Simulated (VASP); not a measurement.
# AlPt (P2_13) in VASP: notebook

The runs below take AlPt through relaxation of cell and atoms, with r2SCAN, r2SCAN+D3(BJ).

Program: VASP 6.6.1. These are calculated values, not measurements. Logs are shortened: lines on timing, memory, paths and dates and some standing lists are left out, and cuts for length are marked.

**1. The structure**

The structure is cubic, space group P2_13 (No. 198). Conventional cell: a = 4.879 Å, b = 4.879 Å, c = 4.879 Å, α = 90.00°, β = 90.00°, γ = 90.00°. Pt (site symmetry 3) is surrounded by 7 Al at 2.60 to 2.63 Å. Al (site symmetry 3) has 7 Pt at 2.60 to 2.63 Å as nearest neighbours.

The cell is a database's computed one.

**2. Relaxation of cell and atoms, r2SCAN**

File INCAR:

```
SYSTEM = AlPt
PREC = Accurate
ENCUT = 600
EDIFF = 1E-6
ISMEAR = 1
SIGMA = 0.1
LREAL = .False.
LASPH = .True.
NELM = 80
ALGO = Normal
ISIF = 3
LWAVE = .False.
LCHARG = .False.
METAGGA = R2SCAN
LMIXTAU = .True.
IBRION = 2
NSW = 60
EDIFFG = -0.02
```

File KPOINTS:

```
Automatic mesh
0
Gamma
  6 6 6
  0 0 0
```

File POSCAR:

```
AlPt
1.0
    4.8789320700      0.0000000000      0.0000000000
    0.0000000000      4.8789320700      0.0000000000
    0.0000000000      0.0000000000      4.8789320700
Pt Al
4 4
Direct
    0.8449369400      0.6550630600      0.3449369400
    0.6550630600      0.3449369400      0.8449369400
    0.3449369400      0.8449369400      0.6550630600
    0.1550630600      0.1550630600      0.1550630600
    0.1559679000      0.3440321000      0.6559679000
    0.3440321000      0.6559679000      0.1559679000
    0.6559679000      0.1559679000      0.3440321000
    0.8440321000      0.8440321000      0.8440321000
```

Potentials or basis: VASP PAW PBE potentials, release 64 (Pt, Al).

Launch:

```console
cat potpaw_PBE.64/Pt/POTCAR potpaw_PBE.64/Al/POTCAR > POTCAR
mpirun -np 1 vasp_std > vasp.out
```

OUTCAR:

```text
SYSTEM = AlPt
   PREC = Accurate
   ENCUT = 600
   EDIFF = 1E-6
   ISMEAR = 1
   LREAL = .False.
   LASPH = .True.
   NELM = 80
   ISIF = 3
   METAGGA = R2SCAN
   IBRION = 2
   NSW = 60
   EDIFFG = -0.02

 ion  position               nearest neighbor table
   1  0.845  0.655  0.345-   6 2.60   7 2.60   8 2.60   7 2.61   8 2.61   6 2.61   5 2.63   2 3.02
                             2 3.02   3 3.02   4 3.02   3 3.02   4 3.02
   2  0.655  0.345  0.845-   5 2.60   7 2.60   8 2.60   5 2.61   7 2.61   8 2.61   6 2.63   1 3.02
                             1 3.02   3 3.02   3 3.02   4 3.02   4 3.02
   3  0.345  0.845  0.655-   5 2.60   6 2.60   8 2.60   6 2.61   5 2.61   8 2.61   7 2.63   1 3.02
                             4 3.02   2 3.02   2 3.02   1 3.02   4 3.02
   4  0.155  0.155  0.155-   5 2.60   6 2.60   7 2.60   7 2.61   6 2.61   5 2.61   8 2.63   2 3.02
                             3 3.02   1 3.02   3 3.02   1 3.02   2 3.02
   5  0.156  0.344  0.656-   2 2.60   3 2.60   4 2.60   3 2.61   4 2.61   2 2.61   1 2.63   8 3.02
                             6 3.02   6 3.02   8 3.02   7 3.02   7 3.02
   6  0.344  0.656  0.156-   1 2.60   3 2.60   4 2.60   1 2.61   3 2.61   4 2.61   2 2.63   8 3.02
                             5 3.02   5 3.02   7 3.02   7 3.02   8 3.02
   7  0.656  0.156  0.344-   1 2.60   2 2.60   4 2.60   2 2.61   1 2.61   4 2.61   3 2.63   8 3.02
                             8 3.02   5 3.02   6 3.02   6 3.02   5 3.02
   8  0.844  0.844  0.844-   1 2.60   2 2.60   3 2.60   3 2.61   2 2.61   1 2.61   4 2.63   5 3.02
                             6 3.02   7 3.02   7 3.02   5 3.02   6 3.02

  LATTYP: Found a simple cubic cell.
 ALAT       =     4.8789320700

  Lattice vectors:

 A1 = (   4.8789320700,   0.0000000000,   0.0000000000)
 A2 = (   0.0000000000,   4.8789320700,   0.0000000000)
 A3 = (   0.0000000000,   0.0000000000,   4.8789320700)

Analysis of symmetry for initial positions (statically):
=====================================================================
 Subroutine PRICEL returns:
 Original cell was already a primitive cell.

 Routine SETGRP: Setting up the symmetry group for a
 simple cubic supercell.

 Subroutine GETGRP returns: Found 12 space group operations
 (whereof  3 operations were pure point group operations)
 out of a pool of 48 trial point group operations.

The static configuration has the point symmetry C_3 .
 The point group associated with its full space group is T   .

Analysis of symmetry for dynamics (positions and initial velocities):
=====================================================================
 Subroutine PRICEL returns:
 Original cell was already a primitive cell.

[... 130 lines left out ...]
   NELECT =      52.0000    total number of electrons
   NUPDOWN=      -1.0000    fix difference up-down
   EMIN   =  10.00;   EMAX   =-10.00  energy-range for DOS
   EFERMI =   0.00;   METHOD = LEGACY
   ISMEAR =     1;   SIGMA  =   0.10  broadening in eV -4-tet -1-fermi 0-gaus
   EFERMI_NEDOS =   21; number of points for ismear=-14 and -15
   IALGO  =     38    algorithm
   IMIX   =      4    mixing-type and parameters
     AMIX     =   0.40;   BMIX     =  1.00
     AMIX_MAG =   1.60;   BMIX_MAG =  1.00
  volume/ion in A,a.u.               =      14.52        97.97
  Fermi-wavevector in a.u.,A,eV,Ry     =   1.252423  2.366737 21.341614  1.568564
  Thomas-Fermi vector in A             =   2.386324
   LORBIT       =      0    0 simple, 1 ext, 2 COOP (PROOUT), +10 PAW based schemes
   METAGGA = R2SCAN    functional components
   LHFCALC =     F    Hartree Fock is set to
   AEXX    =    0.0000 exact exchange contribution
   IVDW    =     0    specifies the selected vdW correction
   LEPSILON=     F    determine dielectric tensor
   LRPA    =     F    only Hartree local field effects (RPA)
 conjugate gradient relaxation of ions
 non-spin polarized calculation
 Methfessel and Paxton  Order N= 1 SIGMA  =   0.10
  energy-cutoff  :      600.00
  volume of cell :      116.14
 maximum number of plane-waves:      3912
   NGX = 19   NGY = 19   NGZ = 19

 number of electron      52.0000008 magnetization

 Free energy of the ion-electron system (eV)
  ---------------------------------------------------
  ext. energy  EPLUGINS =         0.00000000
  ---------------------------------------------------
  free energy    TOTEN  =      -241.92596853 eV

  energy without entropy =     -241.92372635  energy(sigma->0) =     -241.92522114

 E-fermi :  10.3757     XC(G=0): -13.1702

 val. band max:       10.3666338422   @ k =  -0.3333   0.5000   0.0000
 cond. band min:      10.6187557056   @ k =   0.3333   0.3333   0.3333
 fundamental gap:      0.2521218634
 Fermi energy:        10.3756896883

 k-point     1 :       0.0000    0.0000    0.0000
  band No.  band energies     occupation
      1      -1.3786      2.00000
      2       3.1507      2.00000
      3       3.1507      2.00000
      4       3.1507      2.00000
      5       4.6657      2.00000
      6       4.6657      2.00000
[... 805 lines left out ...]
     30      17.4718      0.00000
     31      17.4718      0.00000

------------------------ aborting loop because EDIFF is reached ----------------------------------------

  FORCE on cell =-STRESS in cart. coord.  units (eV):
  Direction    XX          YY          ZZ          XY          YZ          ZX
  --------------------------------------------------------------------------------------
  -------------------------------------------------------------------------------------
  Total       -0.0894192     -0.0894192     -0.0894192     -0.0000000     -0.0000000      0.0000000
  in kB       -1.2335793     -1.2335793     -1.2335793     -0.0000000     -0.0000000      0.0000000
  external PRESSURE =      -1.2335793 kB  Pullay stress =       0.0000000 kB

 VOLUME and BASIS-vectors are now :
 -----------------------------------------------------------------------------
  energy-cutoff  :      600.00
  volume of cell :      116.14
      direct lattice vectors                 reciprocal lattice vectors
     4.878932070  0.000000000  0.000000000     0.204962886  0.000000000  0.000000000
     0.000000000  4.878932070  0.000000000     0.000000000  0.204962886  0.000000000
     0.000000000  0.000000000  4.878932070     0.000000000  0.000000000  0.204962886

 POSITION                                       TOTAL-FORCE (eV/Angst)
 -----------------------------------------------------------------------------------
      4.12239      3.19601      1.68292        -0.003583      0.003583     -0.003583
      3.19601      1.68292      4.12239         0.003583     -0.003583     -0.003583
      1.68292      4.12239      3.19601        -0.003583     -0.003583      0.003583
      0.75654      0.75654      0.75654         0.003583      0.003583      0.003583
      0.76096      1.67851      3.20042        -0.006531      0.006531     -0.006531
      1.67851      3.20042      0.76096         0.006531     -0.006531     -0.006531
      3.20042      0.76096      1.67851        -0.006531     -0.006531      0.006531
      4.11798      4.11798      4.11798         0.006531      0.006531      0.006531
 -----------------------------------------------------------------------------------
    total drift:                               -0.000000     -0.000000      0.000000

  FREE ENERGIE OF THE ION-ELECTRON SYSTEM (eV)
  ---------------------------------------------------
  free  energy   TOTEN  =      -241.9259685300 eV

  energy  without entropy=     -241.9237263514  energy(sigma->0) =     -241.92522114

 reached required accuracy - stopping structural energy minimisation
```

CONTCAR:

```text
AlPt
   1.00000000000000
     4.8789320700000003    0.0000000000000000    0.0000000000000000
     0.0000000000000000    4.8789320700000003    0.0000000000000000
     0.0000000000000000    0.0000000000000000    4.8789320700000003
  Pt              Al
     4     4
Direct
     0.8449369399999966    0.6550630600000034    0.3449369399999966
     0.6550630600000034    0.3449369399999966    0.8449369399999966
     0.3449369399999966    0.8449369399999966    0.6550630600000034
     0.1550630600000034    0.1550630600000034    0.1550630600000034
     0.1559679000000003    0.3440320999999997    0.6559679000000003
     0.3440320999999997    0.6559679000000003    0.1559679000000003
     0.6559679000000003    0.1559679000000003    0.3440320999999997
     0.8440320999999997    0.8440320999999997    0.8440320999999997

  0.00000000E+00  0.00000000E+00  0.00000000E+00
  0.00000000E+00  0.00000000E+00  0.00000000E+00
  0.00000000E+00  0.00000000E+00  0.00000000E+00
  0.00000000E+00  0.00000000E+00  0.00000000E+00
  0.00000000E+00  0.00000000E+00  0.00000000E+00
  0.00000000E+00  0.00000000E+00  0.00000000E+00
  0.00000000E+00  0.00000000E+00  0.00000000E+00
  0.00000000E+00  0.00000000E+00  0.00000000E+00
```

Run time: 5.1 min. Hardware: 1 thread of Intel Xeon Platinum 8259CL at 2.50GHz (Skylake/Cascade Lake), shared host; peak memory 0.3 GiB.

Results:

```yaml
Free_energy: -241.9260 eV
Pressure_after_relaxing: -0.1 GPa
Largest_force_after_relaxing: 0.011 eV/Å
Band_gap_on_the_k_mesh: none (metal or under the smearing width)
```

Forces in eV/Å, atoms in the order of the input:
```
Pt  -0.004  0.004 -0.004
Pt   0.004 -0.004 -0.004
Pt  -0.004 -0.004  0.004
Pt   0.004  0.004  0.004
Al  -0.007  0.007 -0.007
Al   0.007 -0.007 -0.007
Al  -0.007 -0.007  0.007
Al   0.007  0.007  0.007
```

Final structure:
```cif
data_structure
_symmetry_space_group_name_H-M 'P 1'
_symmetry_Int_Tables_number 1
_cell_length_a 4.8789
_cell_length_b 4.8789
_cell_length_c 4.8789
_cell_angle_alpha 90.000
_cell_angle_beta 90.000
_cell_angle_gamma 90.000
_cell_volume 116.14
loop_
_atom_site_label
_atom_site_type_symbol
_atom_site_fract_x
_atom_site_fract_y
_atom_site_fract_z
_atom_site_occupancy
Pt1 Pt 0.84494 0.65506 0.34494 1
Pt2 Pt 0.65506 0.34494 0.84494 1
Pt3 Pt 0.34494 0.84494 0.65506 1
Pt4 Pt 0.15506 0.15506 0.15506 1
Al1 Al 0.15597 0.34403 0.65597 1
Al2 Al 0.34403 0.65597 0.15597 1
Al3 Al 0.65597 0.15597 0.34403 1
Al4 Al 0.84403 0.84403 0.84403 1
```

Levels at points of the mesh, in eV from the Fermi level:
| k point | band 24 | band 25 | band 26 | band 27 | band 28 | band 29 |
| --- | --- | --- | --- | --- | --- | --- |
| (0.00, 0.00, 0.00) | -1.85 | -0.23 | -0.23 | -0.23 | 4.52 | 4.52 |
| (0.50, 0.00, 0.00) | -1.58 | -0.72 | -0.72 | 1.31 | 1.31 | 2.95 |
| (0.50, 0.50, 0.00) | -2.32 | 0.36 | 0.36 | 1.42 | 1.42 | 3.02 |
| (0.50, 0.50, 0.50) | -2.61 | -0.84 | -0.84 | -0.84 | -0.84 | 7.10 |

Caveat: the relaxation stopped at its first step, so nothing moved; the PAW data sets were made with another functional, which shifts forces and pressure a little.

**3. Relaxation of cell and atoms, r2SCAN+D3(BJ)**

File INCAR:

```
SYSTEM = AlPt
ALGO     = Normal         ! electronic algorithm
EDIFF    = 1E-6           ! SCF threshold, eV
EDIFFG   = -0.01          ! ionic threshold
ENCUT    = 600            ! plane-wave cutoff, eV
IBRION   = 2              ! ionic algorithm
ISIF     = 3              ! what is computed and relaxed
ISMEAR   = 1              ! smearing method
IVDW     = 12             ! dispersion correction
LASPH    = .TRUE.         ! aspherical terms in the spheres
LCHARG   = .FALSE.        ! write CHGCAR
LMIXTAU  = .TRUE.       
LREAL    = .FALSE.        ! projectors in reciprocal space
LWAVE    = .FALSE.        ! write WAVECAR
METAGGA  = R2SCAN         ! meta-GGA
NELM     = 100            ! most SCF steps
NSW      = 60             ! ionic steps
PREC     = Accurate       ! precision mode
SIGMA    = 0.1            ! smearing width, eV
VDW_A1   = 0.49484001   
VDW_A2   = 5.73083694   
VDW_S6   = 1.0          
VDW_S8   = 0.78981345
```

File KPOINTS:

```
k-points
0
G
  6 6 6
  0 0 0
```

POSCAR is that of step 2.

Potentials or basis: VASP PAW PBE potentials, release 64 (Pt, Al).

Launch:

```console
cat potpaw_PBE.64/Pt/POTCAR potpaw_PBE.64/Al/POTCAR > POTCAR
mpirun -np 1 vasp_std > vasp.out
```

Run time: 19 min. Hardware: 1 thread of Intel Xeon Platinum 8259CL at 2.50GHz (Skylake/Cascade Lake), shared host; peak memory 0.33 GiB.

Results (log left out):

```
Free energy                            : -244.1092 eV
Relaxed volume                         : 14.30 Å³/atom
Relaxed cell                           : a = 4.854 Å, b = 4.854 Å, c = 4.854 Å, α = 90.00°, β = 90.00°, γ = 90.00°
Space group after relaxing (to 0.05 Å) : P2_13 (No. 198)
Energy gained by relaxing              : 2.3 meV/atom
Ionic steps                            : 6
Pressure after relaxing                : 0.0 GPa
Band gap on the k mesh                 : none (metal or under the smearing width)
Dispersion energy per atom             : -0.275 eV
```

Step by step:
```tsv
step	energy change (eV)	largest force (eV/Å)	pressure (GPa)	volume (Å³)
1	0.0000	0.0109	-3.14	116.14
2	0.0354	0.0466	5.97	111.42
3	-0.0179	0.0239	0.02	114.37
4	-0.0179	0.0236	-0.05	114.40
5	-0.0180	0.0138	-0.04	114.40
6	-0.0180	0.0002	-0.04	114.40
```

Final structure:
```cif
data_structure
_symmetry_space_group_name_H-M 'P 1'
_symmetry_Int_Tables_number 1
_cell_length_a 4.8544
_cell_length_b 4.8544
_cell_length_c 4.8544
_cell_angle_alpha 90.000
_cell_angle_beta 90.000
_cell_angle_gamma 90.000
_cell_volume 114.40
loop_
_atom_site_label
_atom_site_type_symbol
_atom_site_fract_x
_atom_site_fract_y
_atom_site_fract_z
_atom_site_occupancy
Pt1 Pt 0.84489 0.65511 0.34489 1
Pt2 Pt 0.65511 0.34489 0.84489 1
Pt3 Pt 0.34489 0.84489 0.65511 1
Pt4 Pt 0.15511 0.15511 0.15511 1
Al1 Al 0.15566 0.34434 0.65566 1
Al2 Al 0.34434 0.65566 0.15566 1
Al3 Al 0.65566 0.15566 0.34434 1
Al4 Al 0.84434 0.84434 0.84434 1
```

Levels at points of the mesh, in eV from the Fermi level:
```tsv
k point	band 23	band 24	band 25	band 26	band 27	band 28	band 29	band 30
(0.00, 0.00, 0.00)	-1.87	-1.87	-0.22	-0.22	-0.22	4.59	4.59	4.59
(0.50, 0.00, 0.00)	-1.60	-1.60	-0.73	-0.73	1.35	1.35	3.03	3.03
(0.50, 0.50, 0.00)	-2.35	-2.35	0.37	0.37	1.45	1.45	3.08	3.08
(0.50, 0.50, 0.50)	-2.65	-2.65	-0.84	-0.84	-0.84	-0.84	7.16	7.16
```

Caveat: the PAW data sets were made with another functional, which shifts forces and pressure a little; pairwise dispersion overbinds metals, which lowers pressure and volume. Spin-orbit coupling is left out, which matters for the levels of Pt.
